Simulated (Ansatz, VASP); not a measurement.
**Two plane-wave programs on MnSi**

```xyz
8
Lattice="4.4973 0.0000 0.0000 0.0000 4.4973 0.0000 0.0000 0.0000 4.4973" Properties=species:S:1:pos:R:3 pbc="T T T"
Mn    0.6170    0.6170    0.6170
Mn    1.6317    3.8804    2.8656
Mn    2.8656    1.6317    3.8804
Mn    3.8804    2.8656    1.6317
Si    3.8031    3.8031    3.8031
Si    2.9429    0.6942    1.5545
Si    1.5545    2.9429    0.6942
Si    0.6942    1.5545    2.9429
```

Alike in both runs: functional PBE; k mesh 8 × 8 × 8; occupations gaussian, width 0.05 eV; no spin polarisation.

Ansatz relaxed the structure, and its values are those at the end. VASP's run is a single point on that final structure, the one shown.

|  | VASP | Ansatz |
| --- | --- | --- |
| version | VASP 6.6.1 | Ansatz 0.2.0 |
| potentials or method | VASP PAW PBE potentials, release 64 (Mn_pv, Si) | scalar-relativistic, plane waves, PAW |
| plane-wave cutoff (eV) | 520 | 420 |
| valence electrons in the cell | 68 | 76 |

```csv
,VASP,Ansatz,Ansatz less VASP
gap on the k mesh at the Fermi level (eV),none,none,-
pressure (GPa),0.0,0.0,+0.04
rms of the force components (eV/Å),0.005,0.001,-0.0037
```

A gap of «none» marks a metal or a gap that the smearing closes. The two sets of potentials don't hold the same shells in valence.

Spin polarisation is off, so any magnetic state and its effect on volume and gap are missing.
